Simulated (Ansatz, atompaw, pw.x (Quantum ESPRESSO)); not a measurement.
Al (bcc): variants of one PAW (atompaw) potential in the solid

aluminium, PAW, made with atompaw 4.2.0.5 (PBE, scalar-relativistic). Core [Ne], reference 3s2 3p1. Waves: 3s (bound): rc 2.20 bohr; 3s channel at -0.25 Ry: rc 2.20 bohr; 3p (bound): rc 2.20 bohr; 3p channel at 0.2 Ry: rc 2.20 bohr; 3d channel at 0.35 Ry: rc 2.20 bohr; 3d channel at 1.9 Ry: rc 2.20 bohr. Local part: troulliermartins scheme with l = 3 at 1 Ry, radius 2.00 bohr. Core correction: smooth core density matched at 1.60 bohr. Augmentation charge: besselshape compensation charge, radius 2.10 bohr; PAW radius 2.20 bohr; waves and projectors: custom rrkj gramschmidtortho.

Crystal test: bcc Al in pw.x 7.5, no spin, 14³ k-points, Fermi–Dirac smearing 0.01 Ry, cutoffs set for each file from its atomic test. The reference is all-electron LAPW (Ansatz 0.2.0) with the same functional, mesh and smearing; V0 and B0 come from Birch–Murnaghan fits to the pressures at five volumes. Errors are pseudo minus all-electron; Δ is the rms difference of the E(V) curves that follow from these fits, minima aligned, over ±6 % about the mean V0. Mesh and smearing are coarse, so the numbers serve the comparison and aren't converged zero-temperature values; the lattice is a test structure that the element need not adopt.

All-electron: a0 = 3.237 Å (V0 = 16.96 Å³/atom), B0 = 68.4 GPa.

```tsv
change	cutoffs (Ry)	pw.x	a0 (Å)	a0 error (%)	B0 error (%)	Δ (meV/atom)	mean pressure error (GPa)
base	40/400	converged	3.238	+0.02	+0.5	0.1	+0.04
wave 3d channel at 1.9 Ry: rc 2.20 bohr becomes 3d channel at -0.15 Ry: rc 2.20 bohr	40/400	converged	3.237	+0.01	+0.6	0.1	+0.02
wave 3d channel at 1.9 Ry: rc 2.20 bohr becomes 3d channel at 0.25 Ry: rc 2.20 bohr	40/400	converged	3.237	+0.01	+0.6	0.1	+0.02
wave 3d channel at 1.9 Ry: rc 2.20 bohr becomes 3d channel at 0.65 Ry: rc 2.20 bohr	40/400	converged	3.238	+0.01	+0.6	0.1	+0.02
wave 3d channel at 1.9 Ry: rc 2.20 bohr becomes 3d channel at 6.52 Ry: rc 2.20 bohr	40/400	converged	3.237	-0.01	+0.5	0.1	-0.02
```

**Question.** Give the row for: wave 3d channel at 1.9 Ry: rc 2.20 bohr becomes 3d channel at 1.92 Ry: rc 2.20 bohr.

**Answer.** pw.x: converged; mean pressure error (GPa): +0.04; a0 (Å): 3.238; a0 error (%): +0.02; B0 error (%): +0.5; Δ (meV/atom): 0.1.
